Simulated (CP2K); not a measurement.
Runs of CP2K 2026.2 on InP. The structure is cubic, space group F-43m (No. 216). The conventional cell has a = 5.861 Å, b = 5.861 Å, c = 5.861 Å, α = 90.00°, β = 90.00°, γ = 90.00°. In (site symmetry -43m) is surrounded by 4 P at 2.54 Å. Around P (site symmetry -43m) lie 4 In at 2.54 Å. 

```tsv
level	cutoff of the non-local correlation (Ry)	gap on the mesh (eV)	pressure (GPa)
WC	-	0.58	1.7
RPBE	-	(b)	(a)
rev-vdW-DF2	300	0.58	3.3
LDA	-	0.51	0.5
TPSS	-	0.73	3.3
```

Alike in all rows: task band structure; potentials or basis POTENTIAL_UZH In GTH-PBE-q13, P GTH-PBE-q5; TZVP-MOLOPT-PBE-GTH basis; no spin polarisation; cell as given; k mesh 8 × 8 × 8; smearing fermi-dirac 0.05 eV.

Task: Estimate the missing entries.

Result: (a) 5.2; (b) 0.78.

Caveats: the potentials were made for another functional, which shifts forces and pressure; spin-orbit coupling is left out, which moves the levels of the heavy elements; the basis of atomic orbitals isn't converged, which shifts pressures, moduli and gaps.

A k mesh can miss the band edges, and the runs leave out spin-orbit coupling on In.

Runs at the PBE level aren't shown here.
